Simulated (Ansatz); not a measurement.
**Strain and the gap of GaN (zincblende)**

GaN built on the zincblende prototype, relaxed with r2SCAN in the PAW code Ansatz. Space group F-43m (No. 216), cubic; conventional cell a = 4.498 Å, 11.37 Å³ an atom. Ga has 4 N at 1.95 Å; N has 4 Ga at 1.95 Å.

The axes x, y and z are those of this cell:
```
Ga N
1.0
     0.00000    2.24895    2.24895
     2.24895    0.00000    2.24895
     2.24895    2.24895    0.00000
Ga N
1 1
Direct
  0.00000 0.00000 0.00000
  0.25000 0.25000 0.25000
```

Unstrained: PBE gives a direct gap of 1.756 eV at Γ. With r2SCAN the gap is 2.168 eV and direct, at Γ. HSE06 gives a direct gap of 3.005 eV at Γ. Meshes: PBE 10×10×10, r2SCAN 10×10×10, HSE06 6×6×6. Strains are changes of length per length. After each strain the atoms were relaxed again with r2SCAN within the symmetry that the strain leaves, so tilts or polar shifts that break it weren't tested; points keep the names that they have in the unstrained zone. The values are computed, spin-unpolarised, and not measurements.

Changes of the least gap in eV (an overlap counts as a negative gap):
```tsv
strain	volume change (%)	space group	PBE	r2SCAN	HSE06	G0W0@PBE (mesh)	energy rise, r2SCAN (meV/atom)
epitaxial -3.0 % in the xy plane, free normal strain +3.10 %	-3.0	I-4m2	+0.074	+0.085	+0.104	+0.12	18.8
uniaxial +2.5 % along z	+2.5	I-4m2	-0.200	-0.208	-0.224	-0.26	6.2
isotropic +1.5 % on every length	+4.6	F-43m	-0.286	-0.300	-0.331	-0.39	13.5
epitaxial -1.5 % in the plane normal to [111], free normal strain +0.68 %	-2.3	R3m	+0.082	+0.090	+0.106	+0.13	7.6
uniaxial +1.5 % along [111]	+1.5	R3m	-0.133	-0.138	-0.147	-0.17	3.2
```
Unstrained, G0W0@PBE with 94 empty bands, a screening cutoff of 150 eV and a 6×6×6 mesh gives 2.86 eV on its mesh; the band count follows the volume. The G0W0 figures hold for the stated bands, cutoff and mesh and aren't extrapolated.

Epitaxial -3.0 % in the xy plane, free normal strain +3.10 %. HSE06: the gap goes from 3.005 to 3.109 eV (+0.104 eV); with r2SCAN the top three valence levels at Γ, degenerate before, become 2+1 from the top over 326 meV. Stress change with r2SCAN, compression positive: xx +9.14, yy +9.14, zz -0.01 GPa.

Uniaxial +2.5 % along z, other directions held. HSE06: the gap goes from 3.005 to 2.781 eV (-0.224 eV); with r2SCAN the top three valence levels at Γ, degenerate before, become 2+1 from the top over 120 meV. Stress change with r2SCAN, compression positive: xx -3.48, yy -3.48, zz -6.97 GPa.

Isotropic +1.5 % on every length. HSE06: the gap goes from 3.005 to 2.674 eV (-0.331 eV). Stress change with r2SCAN, compression positive: xx -7.97, yy -7.97, zz -7.97 GPa. For HSE06, dE_g/d ln V = -7.4 eV over this step.

Epitaxial -1.5 % in the plane normal to [111], free normal strain +0.68 %. HSE06: the gap goes from 3.005 to 3.111 eV (+0.106 eV); with r2SCAN the top three valence levels at Γ, degenerate before, become 2+1 from the top over 159 meV. Stress change with r2SCAN, compression positive: xx +4.85, yy +4.85, zz +4.85, xy -2.44, xz -2.44, yz -2.44 GPa.

Uniaxial +1.5 % along [111], other directions held. HSE06: the gap goes from 3.005 to 2.858 eV (-0.147 eV); with r2SCAN the top three valence levels at Γ, degenerate before, become 2+1 from the top over 97 meV. Stress change with r2SCAN, compression positive: xx -2.83, yy -2.83, zz -2.83, xy -1.59, xz -1.59, yz -1.59 GPa.

The meshes of the hybrids are coarse, so their gaps aren't converged to the digits shown.

The splittings at Γ are without spin-orbit coupling, which regroups them where it is of like size or larger.

With a shallow d shell on the cation, G0W0 converges slowly in bands and cutoff, so these values are in doubt.
